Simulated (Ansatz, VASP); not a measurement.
Si5Se: VASP beside Ansatz

```
CELL_PARAMETERS angstrom
2.96664 0.00000 0.00000
0.00000 2.96664 0.00000
0.00000 0.00000 12.56661
ATOMIC_POSITIONS crystal
Si 0.50000 0.50000 0.33448
Si 0.50000 0.50000 0.66552
Si 0.00000 0.00000 0.17599
Si 0.00000 0.00000 0.82401
Si 0.00000 0.00000 0.50000
Se 0.50000 0.50000 0.00000
```

Change from the starting cell: species swapped into the Hf5Pb type (P4/mmm, No. 123).

Alike in both runs: task single point; functional PBE; k mesh 6 × 6 × 2; occupations gaussian, width 0.1 eV; no spin polarisation.

|  | VASP | Ansatz |
| --- | --- | --- |
| version | VASP 6.6.1 | Ansatz 0.2.0 |
| potentials or method | VASP PAW PBE potentials, release 64 (Si, Se) | scalar-relativistic, plane waves, PAW |
| plane-wave cutoff (eV) | 520 | 420 |
| valence electrons in the cell | 26 | 36 |

|  | VASP | Ansatz | Ansatz less VASP |
| --- | --- | --- | --- |
| gap on the k mesh at the Fermi level (eV) | none | none | - |
| pressure (GPa) | -8.4 | -8.4 | -0.01 |
| largest component of the traceless stress (GPa) | 1.23 | 1.24 | +0.006 |
| rms of the force components (eV/Å) | 0.188 | 0.187 | -0.0005 |

Atom by atom the forces differ by 0.001 eV/Å (rms over components). A gap of «none» marks a metal or a gap that the smearing closes. With one functional, cell and mesh, what is left measures potentials, basis and numerics. The two sets of potentials don't hold the same shells in valence.
